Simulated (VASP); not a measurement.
# MgI2 (P-3m1) in VASP: settings compared

One crystal, MgI2, is run at these levels: PBE, PBE+D3(BJ); tasks: single point, relaxation of cell and atoms.

Program: VASP 6.6.1. These are calculated values, not measurements. Logs are shortened: lines on timing, memory, paths and dates and some standing lists are left out, and cuts for length are marked.

**1. Starting point**

Symmetry: P-3m1, No. 164, trigonal system. The conventional cell has a = 4.140 Å, b = 4.140 Å, c = 6.880 Å, α = 90.00°, β = 90.00°, γ = 120.00°. I (site symmetry 3m) has 3 Mg at 2.94 Å as nearest neighbours. Around Mg (site symmetry -3m) lie 6 I at 2.94 Å.

**2. Single point, PBE**

INCAR reads:

```
PREC = Accurate
ENCUT = 520
EDIFF = 1E-6
ISMEAR = 0
SIGMA = 0.012
LREAL = False
LASPH = True
NELM = 100
ALGO = Normal
ISIF = 2
LWAVE = False
LCHARG = True
GGA = PE
LELF = True
LVHAR = True
```

KPOINTS reads:

```
Automatic mesh
0
Gamma
  8 8 4
```

POSCAR reads:

```
MgI2
1.0
    4.1400000000      0.0000000000      0.0000000000
   -2.0700000000      3.5853451717      0.0000000000
    0.0000000000      0.0000000000      6.8800000000
I Mg
2 1
Direct
    0.6666666667      0.3333333333      0.7500000000
    0.3333333333      0.6666666667      0.2500000000
    0.0000000000      0.0000000000      0.0000000000
```

Potentials or basis: VASP PAW PBE potentials, release 64 (I, Mg).

On the command line:

```console
> cat potpaw_PBE.64/I/POTCAR potpaw_PBE.64/Mg/POTCAR > POTCAR
> mpirun -np 1 vasp_std > vasp.out
```

OUTCAR:

```text
PREC = Accurate
   ENCUT = 520
   EDIFF = 1E-6
   ISMEAR = 0
   LREAL = False
   LASPH = True
   NELM = 100
   ISIF = 2
   GGA = PE

 ion  position               nearest neighbor table
   1  0.667  0.333  0.750-   3 2.94   3 2.94   3 2.94
   2  0.333  0.667  0.250-   3 2.94   3 2.94   3 2.94
   3  0.000  0.000  0.000-   1 2.94   2 2.94   1 2.94   2 2.94   1 2.94   2 2.94

  LATTYP: Found a hexagonal cell.
 ALAT       =     4.1400000000
 C/A-ratio  =     1.6618357488

  Lattice vectors:

 A1 = (   4.1400000000,   0.0000000000,   0.0000000000)
 A2 = (  -2.0700000000,   3.5853451717,   0.0000000000)
 A3 = (   0.0000000000,   0.0000000000,   6.8800000000)

Analysis of symmetry for initial positions (statically):
=====================================================================
 Subroutine PRICEL returns:
 Original cell was already a primitive cell.

 Routine SETGRP: Setting up the symmetry group for a
 hexagonal supercell.

 Subroutine GETGRP returns: Found 12 space group operations
 (whereof 12 operations were pure point group operations)
 out of a pool of 24 trial point group operations.

The static configuration has the point symmetry D_3d.

Analysis of symmetry for dynamics (positions and initial velocities):
=====================================================================
 Subroutine PRICEL returns:
 Original cell was already a primitive cell.

 Routine SETGRP: Setting up the symmetry group for a
 hexagonal supercell.

 Subroutine GETGRP returns: Found 12 space group operations
 (whereof 12 operations were pure point group operations)
 out of a pool of 24 trial point group operations.

The dynamic configuration has the point symmetry D_3d.

 Subroutine INISYM returns: Found 12 space group operations
 (whereof 12 operations are pure point group operations),
 and found     1 'primitive' translations

----------------------------------------------------------------------------------------

                                     Primitive cell

  volume of cell :     102.1221

  direct lattice vectors                    reciprocal lattice vectors
     4.140000000  0.000000000  0.000000000     0.241545894  0.139456587  0.000000000
    -2.070000000  3.585345172  0.000000000     0.000000000  0.278913174  0.000000000
     0.000000000  0.000000000  6.880000000     0.000000000  0.000000000  0.145348837

  length of vectors
     4.140000000  4.140000000  6.880000000     0.278913174  0.278913174  0.145348837

  position of ions in fractional coordinates (direct lattice)
     0.666666667  0.333333333  0.750000000
     0.333333333  0.666666667  0.250000000
     0.000000000  0.000000000  0.000000000

  ion indices of the primitive-cell ions
   primitive index   ion index
                 1           1
                 2           2
                 3           3

----------------------------------------------------------------------------------------

 KPOINTS: Automatic mesh

Automatic generation of k-mesh.
 Grid dimensions read from file:
 generate k-points for:    8    8    4

 Generating k-lattice:

  Cartesian coordinates                     Fractional coordinates (reciprocal lattice)
     0.030193237  0.017432073  0.000000000     0.125000000 -0.000000000  0.000000000
     0.000000000  0.034864147  0.000000000     0.000000000  0.125000000  0.000000000
     0.000000000  0.000000000  0.036337209     0.000000000  0.000000000  0.250000000

  Length of vectors
     0.034864147  0.034864147  0.036337209

  Shift w.r.t. Gamma in fractional coordinates (k-lattice)
     0.000000000  0.000000000  0.000000000

 Subroutine IBZKPT returns following result:
 ===========================================

 Found     35 irreducible k-points:

 Following reciprocal coordinates:
            Coordinates               Weight
  0.000000  0.000000  0.000000      1.000000
  0.125000 -0.000000  0.000000      6.000000
  0.250000 -0.000000  0.000000      6.000000
  0.375000 -0.000000  0.000000      6.000000
  0.500000 -0.000000  0.000000      3.000000
  0.125000  0.125000  0.000000      6.000000
[... 16 lines left out ...]
 -0.125000  0.500000  0.250000     12.000000
  0.250000  0.250000  0.250000     12.000000
 [... further k-points ...]
   k-points           NKPTS =     35   k-points in BZ     NKDIM =     35   number of bands    NBANDS=     12
   number of dos      NEDOS =    301   number of ions     NIONS =      3
   total plane-waves  NPLWV =  55296
   dimension x,y,z NGX =    32 NGY =   32 NGZ =   54
   dimension x,y,z NGXF=    64 NGYF=   64 NGZF=  108
   ions per type =               2   1
   NGX,Y,Z   is equivalent  to a cutoff of  12.85, 12.85, 13.05 a.u.
   NGXF,Y,Z  is equivalent  to a cutoff of  25.70, 25.70, 26.10 a.u.
 SYSTEM =  unknown system
   PREC   = accura    normal or accurate (medium, high low for compatibility)
   ISTART =      0    job   : 0-new  1-cont  2-samecut
   ICHARG =      2    charge: 1-file 2-atom 10-const
   ISPIN  =      1    spin polarized calculation?
   LNONCOLLINEAR =      F non collinear calculations
   LSORBIT =      F    spin-orbit coupling
   LASPH  =      T    aspherical Exc in radial PAW
   ENCUT  =  520.0 eV  38.22 Ry    6.18 a.u.   7.70  7.70 12.79*2*pi/ulx,y,z
   NELM   =    100;   NELMIN=  2; NELMDL= -5     # of ELM steps
   EDIFF  = 0.1E-05   stopping-criterion for ELM
   LREAL  =      F    real-space projection
   EDIFFG = 0.1E-04   stopping-criterion for IOM
   NSW    =      0    number of steps for IOM
   IBRION =     -1    ionic relax: 0-MD 1-quasi-New 2-CG
   NFREE  =      0    steps in history (QN), initial steepest desc. (CG)
   ISIF   =      2    stress and relaxation
   ISYM   =      2    0-nonsym 1-usesym 2-fastsym
   POTIM  = 0.5000    time-step for ionic-motion
   TEBEG  =    0.0;   TEEND  =   0.0 temperature during run
   PSTRESS=    0.0 pullay stress
   NELECT =      16.0000    total number of electrons
   NUPDOWN=      -1.0000    fix difference up-down
   EMIN   =  10.00;   EMAX   =-10.00  energy-range for DOS
   EFERMI =   0.00;   METHOD = LEGACY
   ISMEAR =     0;   SIGMA  =   0.01  broadening in eV -4-tet -1-fermi 0-gaus
   EFERMI_NEDOS =   21; number of points for ismear=-14 and -15
   IALGO  =     38    algorithm
   IMIX   =      4    mixing-type and parameters
     AMIX     =   0.40;   BMIX     =  1.00
     AMIX_MAG =   1.60;   BMIX_MAG =  1.00
  volume/ion in A,a.u.               =      34.04       229.72
  Fermi-wavevector in a.u.,A,eV,Ry     =   0.882555  1.667786 10.597613  0.778903
  Thomas-Fermi vector in A             =   2.003202
   LORBIT       =      0    0 simple, 1 ext, 2 COOP (PROOUT), +10 PAW based schemes
   GGA     = PE    functional components
   LHFCALC =     F    Hartree Fock is set to
   AEXX    =    0.0000 exact exchange contribution
   IVDW    =     0    specifies the selected vdW correction
   LEPSILON=     F    determine dielectric tensor
   LRPA    =     F    only Hartree local field effects (RPA)
 non-spin polarized calculation
 Gauss-broadening in eV      SIGMA  =   0.01
  energy-cutoff  :      520.00
  volume of cell :      102.12
 maximum number of plane-waves:      2779
 NGX is ok and might be reduce to    32
   NGX = 15   NGY = 15   NGZ = 25

 number of electron      16.0000002 magnetization

 Free energy of the ion-electron system (eV)
  ---------------------------------------------------
  ext. energy  EPLUGINS =         0.00000000
  ---------------------------------------------------
  free energy    TOTEN  =        -7.68192400 eV

  energy without entropy =       -7.68192400  energy(sigma->0) =       -7.68192400

 E-fermi :   2.4185     XC(G=0):  -8.2610

 val. band max:        2.3518490526   @ k =   0.0000   0.0000   0.0000
 cond. band min:       5.8267114419   @ k =   0.5000  -0.0000   0.5000
 fundamental gap:      3.4748623893
 Fermi energy:         2.4184814508

 k-point     1 :       0.0000    0.0000    0.0000
  band No.  band energies     occupation
      1      -9.6797      2.00000
      2      -9.0019      2.00000
      3      -1.2370      2.00000
      4       1.9870      2.00000
      5       1.9870      2.00000
      6       2.3311      2.00000
      7       2.3518      2.00000
      8       2.3518      2.00000
      9       5.9781      0.00000
     10       7.2046      0.00000
     11       9.1450      0.00000
     12       9.1450      0.00000

 k-point     2 :       0.1250   -0.0000    0.0000
  band No.  band energies     occupation
      1      -9.5986      2.00000
      2      -8.9578      2.00000
      3      -1.1173      2.00000
      4       1.3646      2.00000
      5       1.7843      2.00000
      6       1.7947      2.00000
      7       2.2779      2.00000
      8       2.3224      2.00000
      9       6.5851      0.00000
     10       7.7517      0.00000
     11       8.5267      0.00000
     12       9.3549      0.00000

 k-point     3 :       0.2500   -0.0000    0.0000
  band No.  band energies     occupation
      1      -9.3821      2.00000
      2      -8.8550      2.00000
      3      -0.8179      2.00000
      4       0.2513      2.00000
      5       0.8337      2.00000
      6       1.4442      2.00000
      7       2.0819      2.00000
      8       2.1794      2.00000
      9       6.8405      0.00000
     10       7.7579      0.00000
     11       8.6207      0.00000
     12       9.4424      0.00000
[... 286 lines left out ...]
 k-point    23 :      -0.1250    0.5000    0.2500
  band No.  band energies     occupation
      1      -8.9532      2.00000
      2      -8.7851      2.00000
      3      -1.1239      2.00000
      4      -0.4229      2.00000
      5       0.5092      2.00000
      6       1.0626      2.00000
      7       1.2901      2.00000
      8       1.7833      2.00000
      9       6.1728      0.00000
     10       7.9997      0.00000
     11       8.6656      0.00000
     12       8.8955      0.00000

 k-point    24 :       0.2500    0.2500    0.2500
  band No.  band energies     occupation
      1      -8.9599      2.00000
      2      -8.7808      2.00000
      3      -0.8558      2.00000
      4      -0.3518      2.00000
      5       0.3122      2.00000
      6       0.7556      2.00000
      7       1.1566      2.00000
      8       1.7957      2.00000
      9       6.6286      0.00000
     10       8.1367      0.00000
     11       9.0350      0.00000
     12       9.5494      0.00000

 [... further k-points ...]

------------------------ aborting loop because EDIFF is reached ----------------------------------------

  FORCE on cell =-STRESS in cart. coord.  units (eV):
  Direction    XX          YY          ZZ          XY          YZ          ZX
  --------------------------------------------------------------------------------------
  -------------------------------------------------------------------------------------
  Total        0.4916950      0.4916950      0.1382092      0.0000000      0.0000000      0.0000000
  in kB        7.7141246      7.7141246      2.1683416      0.0000000      0.0000000      0.0000000
  external PRESSURE =       5.8655303 kB  Pullay stress =       0.0000000 kB

 VOLUME and BASIS-vectors are now :
 -----------------------------------------------------------------------------
  energy-cutoff  :      520.00
  volume of cell :      102.12
      direct lattice vectors                 reciprocal lattice vectors
     4.140000000  0.000000000  0.000000000     0.241545894  0.139456587  0.000000000
    -2.070000000  3.585345172  0.000000000     0.000000000  0.278913174  0.000000000
     0.000000000  0.000000000  6.880000000     0.000000000  0.000000000  0.145348837

 POSITION                                       TOTAL-FORCE (eV/Angst)
 -----------------------------------------------------------------------------------
      2.07000      1.19512      5.16000        -0.000000      0.000000      0.255002
     -0.00000      2.39023      1.72000         0.000000     -0.000000     -0.255002
      0.00000      0.00000      0.00000        -0.000000      0.000000      0.000000
 -----------------------------------------------------------------------------------
    total drift:                                0.000000     -0.000000      0.000000

  FREE ENERGIE OF THE ION-ELECTRON SYSTEM (eV)
  ---------------------------------------------------
  free  energy   TOTEN  =        -7.6819239993 eV

  energy  without entropy=       -7.6819239993  energy(sigma->0) =       -7.68192400
```

Wall time 22 s (1 thread of Intel Xeon Platinum 8559C (Emerald Rapids), shared host); peak memory 0.24 GiB.

What came out:

- Free energy: -7.6819 eV
- Pressure: 0.6 GPa
- Largest force: 0.255 eV/Å
- Band gap on the k mesh: 3.47 eV, indirect (least direct gap 3.63 eV)

Forces in eV/Å, atoms in the order of the input:
```
I    0.000  0.000  0.255
I    0.000  0.000 -0.255
Mg   0.000  0.000  0.000
```

Levels at points of the mesh, in eV from the valence-band top:
```csv
k point,band 6,band 7,band 8,band 9,band 10,band 11
"(0.00, 0.00, 0.00)",-0.02,0.00,0.00,3.63,4.85,6.79
"(0.50, 0.00, 0.00)",-1.29,-0.96,-0.41,3.65,5.28,5.39
"(0.00, 0.00, 0.50)",-0.24,-0.13,-0.13,4.69,4.92,6.59
"(0.50, 0.00, 0.50)",-1.08,-0.83,-0.69,3.47,5.10,5.65
```

Caveat: spin-orbit coupling is left out, which moves the levels of the heavy elements; the cell's inner coordinates are idealised or old, which leaves forces on the atoms; this functional lacks dispersion, which binds the layers, so the pressure and a relaxed spacing across them are unreliable. A k mesh can miss the band edges.

**3. Relaxation of cell and atoms, PBE+D3(BJ)**

INCAR reads:

```
PREC = Accurate ; ENCUT = 600
EDIFF = 1E-6 ; ISMEAR = 0
SIGMA = 0.02 ; LREAL = False
LASPH = True ; NELM = 60
ALGO = Normal ; ISIF = 3
LWAVE = False ; LCHARG = False
GGA = PE ; IVDW = 12
IBRION = 2 ; NSW = 40
EDIFFG = -0.01
```

KPOINTS is that of step 2.

POSCAR is that of step 2.

Potentials or basis: VASP PAW PBE potentials, release 64 (I, Mg).

On the command line:

```console
> cat potpaw_PBE.64/I/POTCAR potpaw_PBE.64/Mg/POTCAR > POTCAR
> mpirun -np 1 vasp_std > vasp.out
```

Wall time 4.2 min (1 thread of Intel Xeon Platinum 8259CL at 2.50GHz (Skylake/Cascade Lake), shared host); peak memory 0.3 GiB.

The run converged. Its results:

| Property | Result |
| --- | --- |
| Free energy | -8.6274 eV |
| Relaxed volume | 33.51 Å³/atom |
| Relaxed cell | a = 4.122 Å, b = 4.122 Å, c = 6.832 Å, α = 90.00°, β = 90.00°, γ = 120.00° |
| Space group after relaxing (to 0.05 Å) | P-3m1 (No. 164) |
| Energy gained by relaxing | 4.5 meV/atom |
| Ionic steps | 10 |
| Pressure after relaxing | 0.0 GPa |
| Largest force after relaxing | 0.004 eV/Å |
| Band gap on the k mesh | 3.53 eV, indirect (least direct gap 3.76 eV) |
| Dispersion energy per atom | -0.316 eV |

Forces in eV/Å, atoms in the order of the input:
```
I    0.000  0.000  0.004
I    0.000  0.000 -0.004
Mg   0.000  0.000  0.000
```

Step by step:
```tsv
step	energy change (eV)	largest force (eV/Å)	pressure (GPa)	volume (Å³)
1	0.0000	0.2564	-0.95	102.12
2	-0.0122	0.0431	0.13	99.17
3	-0.0122	0.0507	0.10	99.27
4	-0.0122	0.0550	0.08	99.32
5	-0.0127	0.0436	0.05	99.53
6	-0.0131	0.0208	-0.01	99.94
7	-0.0132	0.0127	0.02	99.96
8	-0.0133	0.0085	0.09	100.01
9	-0.0134	0.0055	0.07	100.14
10	-0.0135	0.0039	-0.02	100.53
```

Final structure:
```cif
data_structure
_symmetry_space_group_name_H-M 'P 1'
_symmetry_Int_Tables_number 1
_cell_length_a 4.1219
_cell_length_b 4.1219
_cell_length_c 6.8323
_cell_angle_alpha 90.000
_cell_angle_beta 90.000
_cell_angle_gamma 120.000
_cell_volume 100.53
loop_
_atom_site_label
_atom_site_type_symbol
_atom_site_fract_x
_atom_site_fract_y
_atom_site_fract_z
_atom_site_occupancy
I1 I 0.66667 0.33333 0.75456 1
I2 I 0.33333 0.66667 0.24544 1
Mg1 Mg 0.00000 0.00000 0.00000 1
```

Levels at points of the mesh, in eV from the valence-band top:
| k point | band 5 | band 6 | band 7 | band 8 | band 9 | band 10 | band 11 | band 12 |
| --- | --- | --- | --- | --- | --- | --- | --- | --- |
| (0.00, 0.00, 0.00) | -0.43 | -0.04 | -0.04 | 0.00 | 3.76 | 4.81 | 6.75 | 6.75 |
| (0.50, 0.00, 0.00) | -1.95 | -1.39 | -0.96 | -0.45 | 3.65 | 5.32 | 5.44 | 6.93 |
| (0.00, 0.00, 0.50) | -0.32 | -0.32 | -0.16 | -0.16 | 4.75 | 4.91 | 6.56 | 6.56 |
| (0.50, 0.00, 0.50) | -1.19 | -1.16 | -0.84 | -0.72 | 3.54 | 5.17 | 5.63 | 6.02 |

Caveat: spin-orbit coupling is left out, which moves the levels of the heavy elements.
